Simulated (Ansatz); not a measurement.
# Ir(111) with 4 layers of random Ir-Au, 2x2: scattering by chemical disorder, part 2 of 2

How strongly does chemical disorder scatter in Ir(111) with 4 layers of random Ir-Au, 2x2?

Ansatz 0.2.0; Ansatz plane-wave DFT, PBE, PAW files; ballistic transport by layer matching (Landauer), zero bias; PAW set soft_1.

So far. Step 3 (With 8 alloy layers): Over the solved energies the transmission per spin lies between 1.33 and 1.37, out of 5.96 channels of the lead on average (up to 6.2). The log calls the step of a lead's potential too much.

### 4. With 12 alloy layers

In 12 layers a share of 0.5 of the sites is given to Au at random. A fresh draw is used; the growth of the resistance with length is what counts.

System of this step: Ir(111) with 12 layers of random Ir-Au, 2x2. The cell holds 72 atoms: 48 Ir and 24 Au. Its edges and angles: a = 5.430 Å, b = 5.430 Å, c = 39.900 Å, α = 90.0°, β = 90.0°, γ = 120.0°. It derives from Ir. Regions: lead, 24 atoms (24 Ir); scattering region, 48 atoms (24 Au and 24 Ir). The structure is stacked along c, and the current runs across the ab planes.

Contents of input.yaml:

```yaml
crystal:
  lattice:
    - [5.4297315514, 0.0, 0.0]
    - [-2.7148657757, 4.7022854592, 0.0]
    - [0.0, 0.0, 39.9002152235]
  atoms:
    - { symbol: Ir, position: [0.0, 0.0, 0.0277777778] }
    - { symbol: Ir, position: [0.0, 0.5, 0.0277777778] }
    - { symbol: Ir, position: [0.5, 0.0, 0.0277777778] }
    - { symbol: Ir, position: [0.5, 0.5, 0.0277777778] }
    - { symbol: Ir, position: [0.1666666667, 0.3333333333, 0.0833333333] }
    - { symbol: Ir, position: [0.1666666667, 0.8333333333, 0.0833333333] }
    - { symbol: Ir, position: [0.6666666667, 0.3333333333, 0.0833333333] }
    - { symbol: Ir, position: [0.6666666667, 0.8333333333, 0.0833333333] }
    - { symbol: Ir, position: [0.3333333333, 0.1666666667, 0.1388888889] }
    - { symbol: Ir, position: [0.3333333333, 0.6666666667, 0.1388888889] }
    - { symbol: Ir, position: [0.8333333333, 0.1666666667, 0.1388888889] }
    - { symbol: Ir, position: [0.8333333333, 0.6666666667, 0.1388888889] }
    - { symbol: Au, position: [0.0, 0.0, 0.1944444444] }
    - { symbol: Ir, position: [0.0, 0.5, 0.1944444444] }
    - { symbol: Au, position: [0.5, 0.0, 0.1944444444] }
    - { symbol: Au, position: [0.5, 0.5, 0.1944444444] }
    - { symbol: Au, position: [0.1666666667, 0.3333333333, 0.25] }
    - { symbol: Ir, position: [0.1666666667, 0.8333333333, 0.25] }
    - { symbol: Au, position: [0.6666666667, 0.3333333333, 0.25] }
    - { symbol: Ir, position: [0.6666666667, 0.8333333333, 0.25] }
    - { symbol: Ir, position: [0.3333333333, 0.1666666667, 0.3055555556] }
    - { symbol: Ir, position: [0.3333333333, 0.6666666667, 0.3055555556] }
    - { symbol: Ir, position: [0.8333333333, 0.1666666667, 0.3055555556] }
    - { symbol: Ir, position: [0.8333333333, 0.6666666667, 0.3055555556] }
    - { symbol: Au, position: [0.0, 0.0, 0.3611111111] }
    - { symbol: Au, position: [0.0, 0.5, 0.3611111111] }
    - { symbol: Ir, position: [0.5, 0.0, 0.3611111111] }
    - { symbol: Ir, position: [0.5, 0.5, 0.3611111111] }
    - { symbol: Au, position: [0.1666666667, 0.3333333333, 0.4166666667] }
    - { symbol: Au, position: [0.1666666667, 0.8333333333, 0.4166666667] }
    - { symbol: Ir, position: [0.6666666667, 0.3333333333, 0.4166666667] }
    - { symbol: Ir, position: [0.6666666667, 0.8333333333, 0.4166666667] }
    - { symbol: Au, position: [0.3333333333, 0.1666666667, 0.4722222222] }
    - { symbol: Au, position: [0.3333333333, 0.6666666667, 0.4722222222] }
    - { symbol: Au, position: [0.8333333333, 0.1666666667, 0.4722222222] }
    - { symbol: Au, position: [0.8333333333, 0.6666666667, 0.4722222222] }
    - { symbol: Ir, position: [0.0, 0.0, 0.5277777778] }
    - { symbol: Au, position: [0.0, 0.5, 0.5277777778] }
    - { symbol: Ir, position: [0.5, 0.0, 0.5277777778] }
    - { symbol: Au, position: [0.5, 0.5, 0.5277777778] }
    - { symbol: Au, position: [0.1666666667, 0.3333333333, 0.5833333333] }
    - { symbol: Au, position: [0.1666666667, 0.8333333333, 0.5833333333] }
    - { symbol: Au, position: [0.6666666667, 0.3333333333, 0.5833333333] }
    - { symbol: Ir, position: [0.6666666667, 0.8333333333, 0.5833333333] }
    - { symbol: Ir, position: [0.3333333333, 0.1666666667, 0.6388888889] }
    - { symbol: Ir, position: [0.3333333333, 0.6666666667, 0.6388888889] }
    - { symbol: Ir, position: [0.8333333333, 0.1666666667, 0.6388888889] }
    - { symbol: Au, position: [0.8333333333, 0.6666666667, 0.6388888889] }
    - { symbol: Ir, position: [0.0, 0.0, 0.6944444444] }
    - { symbol: Ir, position: [0.0, 0.5, 0.6944444444] }
    - { symbol: Ir, position: [0.5, 0.0, 0.6944444444] }
    - { symbol: Ir, position: [0.5, 0.5, 0.6944444444] }
    - { symbol: Ir, position: [0.1666666667, 0.3333333333, 0.75] }
    - { symbol: Au, position: [0.1666666667, 0.8333333333, 0.75] }
    - { symbol: Au, position: [0.6666666667, 0.3333333333, 0.75] }
    - { symbol: Au, position: [0.6666666667, 0.8333333333, 0.75] }
    - { symbol: Ir, position: [0.3333333333, 0.1666666667, 0.8055555556] }
    - { symbol: Ir, position: [0.3333333333, 0.6666666667, 0.8055555556] }
    - { symbol: Au, position: [0.8333333333, 0.1666666667, 0.8055555556] }
    - { symbol: Au, position: [0.8333333333, 0.6666666667, 0.8055555556] }
    - { symbol: Ir, position: [0.0, 0.0, 0.8611111111] }
    - { symbol: Ir, position: [0.0, 0.5, 0.8611111111] }
    - { symbol: Ir, position: [0.5, 0.0, 0.8611111111] }
    - { symbol: Ir, position: [0.5, 0.5, 0.8611111111] }
    - { symbol: Ir, position: [0.1666666667, 0.3333333333, 0.9166666667] }
    - { symbol: Ir, position: [0.1666666667, 0.8333333333, 0.9166666667] }
    - { symbol: Ir, position: [0.6666666667, 0.3333333333, 0.9166666667] }
    - { symbol: Ir, position: [0.6666666667, 0.8333333333, 0.9166666667] }
    - { symbol: Ir, position: [0.3333333333, 0.1666666667, 0.9722222222] }
    - { symbol: Ir, position: [0.3333333333, 0.6666666667, 0.9722222222] }
    - { symbol: Ir, position: [0.8333333333, 0.1666666667, 0.9722222222] }
    - { symbol: Ir, position: [0.8333333333, 0.6666666667, 0.9722222222] }
kpoints:
  mp_grid: { grid: [5, 5, 1] }
hamiltonian:
  xc: pbe
  pseudopotentials: { kind: paw, azcp: { folder: soft_1 } }
scf:
  occupations: { method: fermi_dirac, width: 0.1 }
output:
  transmission:
    leads: [[0, 4]]
    kmesh: [10, 10]
    e_range: [-0.05, 0.05]
    de: 0.05
  write_potential: true
  write_density: true
  volumetric_format: npy
```

On the command line:

```
> ansatz run input.yaml --threads 4 --pin off --max-ram 15360MiB --backend cpu --events-out ev --progress --plain --runs-dir out
```

Numbers of over 12 decimals in the logs are rounded to 6 here.

Output:

```text
[...]
Crystal: 72 atoms, lattice volume = 1018.738 Å³
Basis set: ecut = 420 eV, 19879 PW (Γ)
Bands: 764, of which v1, the nominal top of the filled ones, is band 636 counted from 1 (635 counted from 0)
Symmetry: 1 space group operations
[...]
k-points: 13 of 25 (time reversal used)
[...]
SCF iter   1: F=—  HF=-888796.892018 eV  |F-HF|=—  |Δ(HF+E_count)|=         —  Δρ=3.12e-1  dr2=1.83e4  ethr=3.10e-3  ⟨swp⟩=5.0  Hψ=32115  notcnv=0  defer=296
[...]
SCF iter  14: F=-888569.861467 eV  HF=-888569.861467 eV  |F-HF|=4.18e-8  |Δ(HF+E_count)|=   1.62e-8  Δρ=6.05e-7  dr2=4.40e-8  ethr=7.86e-12  ⟨swp⟩=9.4  Hψ=35028  notcnv=0
SCF 1 converged in 14 iterations: F = -888569.861467 eV  dr2 = 4.40e-8
[...]
transmission: 376 of 3744 steps passed
transmission: 752 of 3744 steps passed
[...]
transmission: 3744 of 3744 steps passed
SCF converged after 14 iterations
Free energy (F): -888569.861467 eV
[...]
Internal energy: -888567.646692 eV  (E = F + TS)
E sigma→0 (E₀):  -888568.754079 eV
Entropy (-TS):   -2.214775 eV (-30.761 meV/atom)
Fermi energy:    25.823729 eV
[...]
--- Band table (eV; the first three rows and the last of 13) ---
  k-point 0: bands = [... 632 lower, 26.3966, 26.4616, 26.4742, 26.5114, 26.5243, 26.5353, 26.5472, 26.5629, ... 124 higher]
  k-point 1: bands = [... 632 lower, 26.0308, 26.0451, 26.0719, 26.0838, 26.1077, 26.1187, 26.1335, 26.1500, ... 124 higher]
  k-point 2: bands = [... 632 lower, 25.4990, 25.5228, 25.5578, 25.5780, 25.6530, 25.6683, 25.7053, 25.7378, ... 124 higher]
  k-point 12: bands = [... 632 lower, 25.6563, 25.6906, 25.7207, 25.7447, 25.7732, 25.8013, 25.8342, 25.8880, ... 124 higher]
--- Transmission ---
  basis      : 223 plane waves across, 72 finite elements along
  points     : 52, standing for a mesh of 10 x 10
[...]
channels       : 6.020000e0 a spin
[...]
junction   : crystal 0 to crystal 0, 0.70 to 38.38 Å
    transmission   : 1.166752e0 a spin
[...]
```

The job ended after 12 min (4 threads of Intel Xeon Platinum 8559C (Emerald Rapids), shared host; peak memory 8 GiB; 45 min of CPU time).

This step gave:

```
free energy                                    : -888569.8615 eV
energy at zero smearing                        : -888568.7541 eV
Fermi energy                                   : 25.82 eV
transmission per spin nearest the Fermi level  : 1.167
open channels per spin nearest the Fermi level : 6.02
step of the lead's potential                   : 39.3 meV
```

Per spin. Transmission, zone mean against energy, zero at the Fermi level:

```
energy (eV)  transmission, zone mean
    -0.0500                     1.22
     0.0000                     1.17
     0.0500                     1.16
```

Over the solved energies the transmission per spin lies between 1.16 and 1.22, out of 6.06 channels of the lead on average (up to 6.26). The log calls the step of a lead's potential too much.

### 5. Resistance against length

This step: Ansatz plane-wave DFT, PBE, PAW files; ballistic transport by layer matching (Landauer), zero bias; residual resistivity from the slope of the area resistance, atoms on the host's lattice; PAW set soft_1 (Ansatz 0.2.0).

Numbers from this step:

* resistivity: 81.18 µΩ cm
* intercept: 0.2039 fΩ m²
* scatter about the fit: 0.1716 fΩ m²

Resistance, by row:

```
run  length (Å)      T  channels N  RA (fΩ m²)
 n4       8.867  2.439       6.007      0.8024
 n8       17.73  1.351        5.96       1.886
n12        26.6  1.183        6.06       2.242
```

Table of area resistance by length of the alloy:

```
length of the alloy (Å)  area resistance (fΩ m²)
                   8.87                    0.802
                  17.73                     1.89
                  26.60                     2.24
```

The area resistance goes from 0.80 to 2.2 fΩ m² between 8.9 and 26.6 Å, a slope of 81 µΩ cm.

By hand from the end points: (2.242 − 0.8024) fΩ m² / (26.60 − 8.87) Å = 81 µΩ cm, since 1 fΩ m² per Å is 1000 µΩ cm.

### 6. What came out

* resistivity from the slope: 81.2 µΩ cm
* area resistance over 8.87 Å: 0.802 fΩ m²
* area resistance over 17.7 Å: 1.89 fΩ m²
* area resistance over 26.6 Å: 2.24 fΩ m²

The slope gives 81 µΩ cm. The points scatter by 0.17 fΩ m² about the line, with one random draw a length in a 2x2 cell, so the slope is a rough value. The lead's own channel count moves between the runs (6.01, 5.96 and 6.06), which shifts RA and the slope too. Read with a model of isotropic scattering on a spherical Fermi surface and the lead's 1.8×10¹⁵ S/m², this slope means a mean free path near 5.1 Å (a rough figure, since the alloy's own channel count differs); over these lengths the model's slope is within 3 % of its bulk resistivity, though a free path of a few ångströms strains the picture. The atoms sit on the host's lattice, so scattering by size misfit is left out. Spin-orbit coupling is left out, which matters for Au and Ir. A lead's potential steps by up to 54 meV from period to period, which the log calls too much, so longer leads could move the result.

[Logs are printed without paths, hosts, clocks, repeated set-up lines and the standing remarks that a program may print on its own settings, such as how far it seeks lower states.]

[Hosts, paths, dates, database ids (printed as entryN), source tags and the programs' standing remarks are cut or masked in the printed files.]
